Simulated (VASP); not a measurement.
# HgTe (I4/mmm) in VASP: further runs

Runs on HgTe. Level: PBEsol. Tasks: single point.

All numbers are computed with VASP 6.6.1; they aren't measurements. Logs are shortened: lines on timing, memory, paths and dates and some standing lists are left out, and cuts for length are marked.

## 1. The cell of the first run

It takes space group I4/mmm (No. 139, tetragonal). Conventional cell: a = 4.134 Å, b = 4.134 Å, c = 6.462 Å, α = 90.00°, β = 90.00°, γ = 90.00°. Hg (site symmetry 4/mmm) is surrounded by 6 Te at 2.92 to 3.23 Å. Te (site symmetry 4/mmm) has 6 Hg at 2.92 to 3.23 Å as nearest neighbours.

Measurements of this composition are mostly on another form, of space group No. 216.

## 2. Single point, PBEsol (strain -0.050 along x and y, +0.050 along z, atoms carried along)

INCAR reads:

```
  PREC = Accurate
  ENCUT = 520
  EDIFF = 1E-7
  ISMEAR = 0
  SIGMA = 0.15
  LREAL = False
  LASPH = True
  NELM = 100
  ALGO = Fast
  ISIF = 2
  LWAVE = False
  LCHARG = False
  GGA = PS
  NBANDS = 16
```

KPOINTS reads:

```
Automatic mesh
0
Gamma
  14 14 14
```

POSCAR reads:

```
HgTe
1.0
    0.0000000000      2.9232611500      3.2309728500
    2.9232611500      0.0000000000      3.2309728500
    2.9232611500      2.9232611500      0.0000000000
Hg Te
1 1
Direct
    0.0000000000      0.0000000000      0.0000000000
    0.5000000000      0.5000000000      0.5000000000
```

Potentials or basis: VASP PAW PBE potentials, release 64 (Hg, Te).

Launch:

```bash
$ cat potpaw_PBE.64/Hg/POTCAR potpaw_PBE.64/Te/POTCAR > POTCAR
$ mpirun -np 1 vasp_std > vasp.out
```

OUTCAR:

```text
PREC = Accurate
   ENCUT = 520
   EDIFF = 1E-7
   ISMEAR = 0
   LREAL = False
   LASPH = True
   NELM = 100
   ISIF = 2
   GGA = PS

 ion  position               nearest neighbor table
   1  0.000  0.000  0.000-   2 2.92   2 2.92   2 2.92   2 2.92   2 3.23   2 3.23
   2  0.500  0.500  0.500-   1 2.92   1 2.92   1 2.92   1 2.92   1 3.23   1 3.23

  LATTYP: Found a body centered tetragonal cell.
 ALAT       =     4.1341155647
 C/A-ratio  =     1.5630781479

  Lattice vectors:

 A1 = (  -2.9232611500,   0.0000000000,   3.2309728500)
 A2 = (   2.9232611500,   0.0000000000,   3.2309728500)
 A3 = (   0.0000000000,   2.9232611500,  -3.2309728500)

Analysis of symmetry for initial positions (statically):
=====================================================================
 Subroutine PRICEL returns:
 Original cell was already a primitive cell.

 Routine SETGRP: Setting up the symmetry group for a
 body centered tetragonal supercell.

 Subroutine GETGRP returns: Found 16 space group operations
 (whereof 16 operations were pure point group operations)
 out of a pool of 16 trial point group operations.

The static configuration has the point symmetry D_4h.

Analysis of symmetry for dynamics (positions and initial velocities):
=====================================================================
 Subroutine PRICEL returns:
 Original cell was already a primitive cell.

 Routine SETGRP: Setting up the symmetry group for a
 body centered tetragonal supercell.

 Subroutine GETGRP returns: Found 16 space group operations
 (whereof 16 operations were pure point group operations)
 out of a pool of 16 trial point group operations.

The dynamic configuration has the point symmetry D_4h.

 Subroutine INISYM returns: Found 16 space group operations
 (whereof 16 operations are pure point group operations),
 and found     1 'primitive' translations

----------------------------------------------------------------------------------------

                                     Primitive cell

  volume of cell :      55.2203

  direct lattice vectors                    reciprocal lattice vectors
     0.000000000  2.923261150  3.230972850    -0.171041852  0.171041852  0.154752152
     2.923261150  0.000000000  3.230972850     0.171041852 -0.171041852  0.154752152
     2.923261150  2.923261150  0.000000000     0.171041852  0.171041852 -0.154752152

  length of vectors
     4.357136825  4.357136825  4.134115565     0.287156505  0.287156505  0.287156505

  position of ions in fractional coordinates (direct lattice)
     0.000000000  0.000000000  0.000000000
     0.500000000  0.500000000  0.500000000

  ion indices of the primitive-cell ions
   primitive index   ion index
                 1           1
                 2           2

----------------------------------------------------------------------------------------

 KPOINTS: Automatic mesh

Automatic generation of k-mesh.
 Grid dimensions read from file:
 generate k-points for:   14   14   14

 Generating k-lattice:

  Cartesian coordinates                     Fractional coordinates (reciprocal lattice)
    -0.012217275  0.012217275  0.011053725     0.071428571  0.000000000  0.000000000
     0.012217275 -0.012217275  0.011053725     0.000000000  0.071428571  0.000000000
     0.012217275  0.012217275 -0.011053725     0.000000000  0.000000000  0.071428571

  Length of vectors
     0.020511179  0.020511179  0.020511179

  Shift w.r.t. Gamma in fractional coordinates (k-lattice)
     0.000000000  0.000000000  0.000000000

 Subroutine IBZKPT returns following result:
 ===========================================

 Found    244 irreducible k-points:

 Following reciprocal coordinates:
            Coordinates               Weight
  0.000000  0.000000  0.000000      1.000000
  0.071429  0.000000  0.000000      8.000000
  0.142857  0.000000  0.000000      8.000000
  0.214286 -0.000000  0.000000      8.000000
  0.285714  0.000000  0.000000      8.000000
  0.357143  0.000000  0.000000      8.000000
[... 16 lines left out ...]
  0.214286  0.142857  0.000000      8.000000
  0.285714  0.142857  0.000000      8.000000
 [... further k-points ...]
   k-points           NKPTS =    244   k-points in BZ     NKDIM =    244   number of bands    NBANDS=     16
   number of dos      NEDOS =    301   number of ions     NIONS =      2
   total plane-waves  NPLWV =  32768
   dimension x,y,z NGX =    32 NGY =   32 NGZ =   32
   dimension x,y,z NGXF=    64 NGYF=   64 NGZF=   64
   ions per type =               1   1
   NGX,Y,Z   is equivalent  to a cutoff of  12.21, 12.21, 12.87 a.u.
   NGXF,Y,Z  is equivalent  to a cutoff of  24.42, 24.42, 25.74 a.u.
 SYSTEM =  unknown system
   PREC   = accura    normal or accurate (medium, high low for compatibility)
   ISTART =      0    job   : 0-new  1-cont  2-samecut
   ICHARG =      2    charge: 1-file 2-atom 10-const
   ISPIN  =      1    spin polarized calculation?
   LNONCOLLINEAR =      F non collinear calculations
   LSORBIT =      F    spin-orbit coupling
   LASPH  =      T    aspherical Exc in radial PAW
   ENCUT  =  520.0 eV  38.22 Ry    6.18 a.u.   8.10  8.10  7.69*2*pi/ulx,y,z
   NELM   =    100;   NELMIN=  2; NELMDL= -5     # of ELM steps
   EDIFF  = 0.1E-06   stopping-criterion for ELM
   LREAL  =      F    real-space projection
   EDIFFG = 0.1E-05   stopping-criterion for IOM
   NSW    =      0    number of steps for IOM
   IBRION =     -1    ionic relax: 0-MD 1-quasi-New 2-CG
   NFREE  =      0    steps in history (QN), initial steepest desc. (CG)
   ISIF   =      2    stress and relaxation
   ISYM   =      2    0-nonsym 1-usesym 2-fastsym
   POTIM  = 0.5000    time-step for ionic-motion
   TEBEG  =    0.0;   TEEND  =   0.0 temperature during run
   PSTRESS=    0.0 pullay stress
   NELECT =      18.0000    total number of electrons
   NUPDOWN=      -1.0000    fix difference up-down
   EMIN   =  10.00;   EMAX   =-10.00  energy-range for DOS
   EFERMI =   0.00;   METHOD = LEGACY
   ISMEAR =     0;   SIGMA  =   0.15  broadening in eV -4-tet -1-fermi 0-gaus
   EFERMI_NEDOS =   21; number of points for ismear=-14 and -15
   IALGO  =     68    algorithm
   IMIX   =      4    mixing-type and parameters
     AMIX     =   0.40;   BMIX     =  1.00
     AMIX_MAG =   1.60;   BMIX_MAG =  1.00
  volume/ion in A,a.u.               =      27.61       186.32
  Fermi-wavevector in a.u.,A,eV,Ry     =   1.126677  2.129111 17.271255  1.269401
  Thomas-Fermi vector in A             =   2.263360
   LORBIT       =      0    0 simple, 1 ext, 2 COOP (PROOUT), +10 PAW based schemes
   GGA     = PS    functional components
   LHFCALC =     F    Hartree Fock is set to
   AEXX    =    0.0000 exact exchange contribution
   IVDW    =     0    specifies the selected vdW correction
   LEPSILON=     F    determine dielectric tensor
   LRPA    =     F    only Hartree local field effects (RPA)
 non-spin polarized calculation
 RMM-DIIS sequential band-by-band and
 Gauss-broadening in eV      SIGMA  =   0.15
  energy-cutoff  :      520.00
  volume of cell :       55.22
 maximum number of plane-waves:      1508
   NGX = 17   NGY = 17   NGZ = 15

 number of electron      18.0000002 magnetization

 Free energy of the ion-electron system (eV)
  ---------------------------------------------------
  ext. energy  EPLUGINS =         0.00000000
  ---------------------------------------------------
  free energy    TOTEN  =        -4.16374887 eV

  energy without entropy =       -4.15344565  energy(sigma->0) =       -4.15859726

 E-fermi :   4.5271     XC(G=0): -10.1578

 val. band max:        4.5130575112   @ k =  -0.2857  -0.0000   0.1429
 cond. band min:       4.5457103071   @ k =  -0.2143   0.4286   0.3571
 fundamental gap:      0.0326527959
 Fermi energy:         4.5271265469

 k-point     1 :       0.0000    0.0000    0.0000
  band No.  band energies     occupation
      1      -7.7847      2.00000
      2      -2.4023      2.00000
      3      -2.3926      2.00000
      4      -2.1981      2.00000
      5      -2.1617      2.00000
      6      -2.1617      2.00000
[... 8 lines left out ...]
     15      12.6756      0.00000
     16      13.2005      0.00000

 k-point     2 :       0.0714    0.0000    0.0000
  band No.  band energies     occupation
      1      -7.7367      2.00000
      2      -2.4171      2.00000
      3      -2.3999      2.00000
      4      -2.2099      2.00000
      5      -2.1652      2.00000
      6      -2.1565      2.00000
[... 8 lines left out ...]
     15      12.9336      0.00000
     16      12.9377      0.00000

 k-point     3 :       0.1429    0.0000    0.0000
  band No.  band energies     occupation
      1      -7.5957      2.00000
      2      -2.4853      2.00000
      3      -2.4022      2.00000
      4      -2.2464      2.00000
      5      -2.1667      2.00000
      6      -2.1402      2.00000
[... 8 lines left out ...]
     15      12.8656      0.00000
     16      12.8893      0.00000

 k-point     4 :       0.2143   -0.0000    0.0000
  band No.  band energies     occupation
      1      -7.3720      2.00000
      2      -2.5810      2.00000
      3      -2.4380      2.00000
      4      -2.2954      2.00000
      5      -2.1562      2.00000
      6      -2.1145      2.00000
[... 8 lines left out ...]
     15      13.1998      0.00000
     16      13.2554      0.00000
[... 324 lines left out ...]
 k-point    22 :       0.1429    0.1429    0.0000
  band No.  band energies     occupation
      1      -7.6160      2.00000
      2      -2.4237      2.00000
      3      -2.3805      2.00000
      4      -2.2627      2.00000
      5      -2.1307      2.00000
      6      -2.1307      2.00000
[... 8 lines left out ...]
     15      14.2097      0.00000
     16      14.2641      0.00000

 k-point    23 :       0.2143    0.1429    0.0000
  band No.  band energies     occupation
      1      -7.4947      2.00000
      2      -2.4312      2.00000
      3      -2.4036      2.00000
      4      -2.2920      2.00000
      5      -2.1123      2.00000
      6      -2.1086      2.00000
[... 8 lines left out ...]
     15      14.0146      0.00000
     16      14.3737      0.00000

 k-point    24 :       0.2857    0.1429    0.0000
  band No.  band energies     occupation
      1      -7.2976      2.00000
      2      -2.4760      2.00000
      3      -2.4403      2.00000
      4      -2.3318      2.00000
      5      -2.0868      2.00000
      6      -2.0775      2.00000
[... 8 lines left out ...]
     15      13.9162      0.00000
     16      14.5459      0.00000

 [... further k-points ...]

------------------------ aborting loop because EDIFF is reached ----------------------------------------

  FORCE on cell =-STRESS in cart. coord.  units (eV):
  Direction    XX          YY          ZZ          XY          YZ          ZX
  --------------------------------------------------------------------------------------
  -------------------------------------------------------------------------------------
  Total        0.4929142      0.4929142     -0.7397899      0.0000000      0.0000000      0.0000000
  in kB       14.3015574     14.3015574    -21.4644847      0.0000000      0.0000000      0.0000000
  external PRESSURE =       2.3795434 kB  Pullay stress =       0.0000000 kB

 VOLUME and BASIS-vectors are now :
 -----------------------------------------------------------------------------
  energy-cutoff  :      520.00
  volume of cell :       55.22
      direct lattice vectors                 reciprocal lattice vectors
     0.000000000  2.923261150  3.230972850    -0.171041852  0.171041852  0.154752152
     2.923261150  0.000000000  3.230972850     0.171041852 -0.171041852  0.154752152
     2.923261150  2.923261150  0.000000000     0.171041852  0.171041852 -0.154752152

 POSITION                                       TOTAL-FORCE (eV/Angst)
 -----------------------------------------------------------------------------------
      0.00000      0.00000      0.00000        -0.000000      0.000000     -0.000000
      2.92326      2.92326      3.23097         0.000000     -0.000000      0.000000
 -----------------------------------------------------------------------------------
    total drift:                                0.000000     -0.000000     -0.000000

  FREE ENERGIE OF THE ION-ELECTRON SYSTEM (eV)
  ---------------------------------------------------
  free  energy   TOTEN  =        -4.1637488713 eV

  energy  without entropy=       -4.1534456459  energy(sigma->0) =       -4.15859726
```

Run time: 2 min. Hardware: 1 thread of AMD EPYC 9R45 (Zen 5), shared host; peak memory 0.32 GiB.

Results:

```yaml
Free_energy: -4.1637 eV
Pressure: 0.2 GPa
Band_gap_on_the_k_mesh: none (metal or under the smearing width)
```

Stress tensor (GPa, compression positive):
```
 1.43  0.00  0.00
 0.00  1.43  0.00
 0.00  0.00 -2.15
```

Caveat: the PAW data sets were made with another functional, which shifts forces and pressure a little. Spin-orbit coupling is left out, which matters for the levels of Hg, Te.

[end of part 1 of 2]
